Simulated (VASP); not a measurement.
The system is Mg.

```
CELL_PARAMETERS angstrom
-1.73603 1.77867 1.70346
1.77770 -1.84274 1.80921
1.73177 1.83848 -1.76754
ATOMIC_POSITIONS crystal
Mg 0.00000 0.00000 0.00000
```

The cell isn't the ideal one: cell strained at random at fixed volume.

```yaml
Program: VASP 6.6.1
Task: relaxation of cell and atoms
Functional: vdW-DF
Potentials_or_basis: VASP PAW PBE potentials, release 64 (Mg)
Cutoff: 580 eV
k_mesh: 11 × 11 × 11
Occupations: methfessel-paxton, width 0.1 eV
Spin: no spin polarisation
```

At the start: pressure 1.5 GPa; volume 22.29 Å³/atom.

**Question.** Where does the relaxation end?

**Answer.** Over 6 steps the energy falls by 8.5 meV/atom and the volume is 23.14 Å³/atom (+3.8 %); space group I4/mmm (No. 139, to 0.05 Å).

Step by step:
| step | energy change (eV) | largest force (eV/Å) | pressure (GPa) | volume (Å³) |
| --- | --- | --- | --- | --- |
| 1 | 0.0000 | 0.0000 | 1.52 | 22.29 |
| 2 | -0.0073 | 0.0000 | 0.32 | 22.97 |
| 3 | -0.0081 | 0.0000 | -0.24 | 23.34 |
| 4 | -0.0081 | 0.0000 | -0.21 | 23.32 |
| 5 | -0.0084 | 0.0000 | -0.08 | 23.22 |
| 6 | -0.0085 | 0.0000 | 0.04 | 23.14 |

Final structure:
```
Mg
1.0
    -1.78239    1.82003    1.77889
     1.78386   -1.82319    1.78213
     1.78296    1.82358   -1.78066
Mg
1
Direct
  0.00000 0.00000 0.00000
```

Caveat: the PAW data sets were made with another functional, which shifts forces and pressure a little.
